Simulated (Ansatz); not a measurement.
Crystal: VO2.

```xyz
6
Lattice="4.5072 0.0000 0.0000 0.0000 4.5072 0.0000 0.0000 0.0000 3.0444" Properties=species:S:1:pos:R:3 pbc="T T T"
V     2.2536    2.2536    1.5222
V     0.0000    0.0000    0.0000
O     0.9031    3.6041    1.5222
O     3.6041    0.9031    1.5222
O     3.1567    3.1567    0.0000
O     1.3505    1.3505    0.0000
```

The cell is a database's computed one.

| Property | Result |
| --- | --- |
| Program | Ansatz 0.2.0 |
| Task | relaxation of cell and atoms |
| Functional | RPBE |
| Potentials or basis | Ansatz PAW |
| Cutoff | 420 eV (not typed: the program's choice for these potentials) |
| k mesh | 6 × 6 × 9 |
| Occupations | fermi-dirac, width 0.05 eV |
| Spin | collinear spin, ferromagnetic start |
| Starting moments | [2.0, 2.0, 0.0, 0.0, 0.0, 0.0] μB |

At the start: volume 10.31 Å³/atom.

Problem. How do energy, volume and symmetry change on relaxing?

Solution. It ends after 9 steps and the volume is 10.19 Å³/atom (-1.2 %); space group P4_2/mnm (No. 136, to 0.05 Å); moment 2.00 μB per cell.

Step by step:
| step | energy change (eV) | largest force (eV/Å) | volume (Å³) |
| --- | --- | --- | --- |
| 1 | 0.0000 | 0.2215 | 61.85 |
| 2 | -0.1627 | 0.5139 | 61.40 |
| 3 | -0.2195 | 0.0780 | 59.95 |
| 4 | -0.2313 | 0.0419 | 61.45 |
| 5 | -0.2350 | 0.0156 | 61.06 |
| 6 | -0.2349 | 0.0004 | 61.08 |
| 7 | -0.2395 | 0.0003 | 61.08 |
| 8 | -0.2395 | 0.0009 | 61.13 |
| 9 | -0.2398 | 0.0009 | 61.13 |

Final structure:
```yaml
crystal:
  lattice:
    - [4.62365, 0.00000, 0.00000]
    - [0.00000, 4.62365, 0.00000]
    - [0.00000, 0.00000, 2.85932]
  atoms:
    - { symbol: V, position: [0.50000, 0.50000, 0.50000] }
    - { symbol: V, position: [0.00000, 0.00000, 0.00000] }
    - { symbol: O, position: [0.19901, 0.80099, 0.50000] }
    - { symbol: O, position: [0.80099, 0.19901, 0.50000] }
    - { symbol: O, position: [0.69901, 0.69901, 0.00000] }
    - { symbol: O, position: [0.30099, 0.30099, 0.00000] }
```

Caveat: the plane-wave basis is chosen anew once the cell has moved, so the energies of steps on either side of that aren't comparable; the pressure holds a Pulay correction of +0.7 GPa for the finite cutoff; the PAW data sets come from PBE, with cores solved anew for the run's functional, which leaves a small shift of forces and pressure.
